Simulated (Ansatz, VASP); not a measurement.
## GaAs in VASP and in Ansatz

Contents of INCAR:

```
  PREC = Accurate
  ENCUT = 520
  EDIFF = 1E-6
  ISMEAR = -1
  SIGMA = 0.05
  LREAL = False
  LASPH = True
  NELM = 60
  ALGO = Normal
  ISIF = 2
  LWAVE = False
  LCHARG = False
  GGA = PS
  NBANDS = 16
```

KPOINTS

```
Automatic mesh
0
Gamma
  13 13 11
```

Contents of POSCAR:

```
GaAs
1.0
    3.8404235174      0.0000000000      0.0000000000
   -1.9202117587      3.3259043274      0.0000000000
    0.0000000000      0.0000000000      3.2402766840
Ga As
1 1
Direct
    0.0000000000      0.0000000000      0.0000000000
    0.3333333333      0.6666666667      0.5000000000
```

Input for Ansatz:

```yaml
crystal:
  lattice:
    - [3.8404235174, 0.0, 0.0]
    - [-1.9202117587, 3.3259043274, 0.0]
    - [0.0, 0.0, 3.240276684]
  atoms:
    - { symbol: Ga, position: [0.0, 0.0, 0.0] }
    - { symbol: As, position: [0.3333333333, 0.6666666667, 0.5] }
kpoints:
  mp_grid: { grid: [13, 13, 11] }
  band_path:
    path:
      - [0.0, 0.0, 0.0]
      - [0.5, 0.0, 0.0]
      - [0.3333333333, 0.3333333333, 0.0]
      - [0.0, 0.0, 0.0]
      - [0.0, 0.0, 0.5]
      - [0.5, 0.0, 0.5]
      - [0.3333333333, 0.3333333333, 0.5]
      - [0.0, 0.0, 0.5]
      - [0.5, 0.0, 0.5]
    npoints: 5
scf:
  occupations: { method: fermi_dirac, width: 0.05 }
hamiltonian:
  xc: pbesol
  pseudopotentials: { kind: all_electron, lapw: { basis_error: 0.0005 } }
output:
  forces: true
  stress: true
  eigenvalues: true
```

Alike in both runs: task single point; functional PBEsol; k mesh 13 × 13 × 11; occupations fermi-dirac, width 0.05 eV; no spin polarisation.

```csv
,VASP,Ansatz
version,VASP 6.6.1,Ansatz 0.2.0
potentials or method,"VASP PAW PBE potentials, release 64 (Ga_d, As)","all-electron LAPW, scalar-relativistic"
plane-wave cutoff (eV),520,see its input
```

VASP gave:

| Item | Value |
| --- | --- |
| pressure (GPa) | -3.2 |
| largest component of the traceless stress (GPa) | 0.17 |

**Question.** Estimate Ansatz's values.

**Answer.** Pressure (GPa): -3.3; largest component of the traceless stress (GPa): 0.20.

Ansatz ran all-electron here, so the differences hold the error of VASP's frozen core and of both bases.

Caveats: the PAW data sets were made with another functional, which shifts forces and pressure a little (VASP).
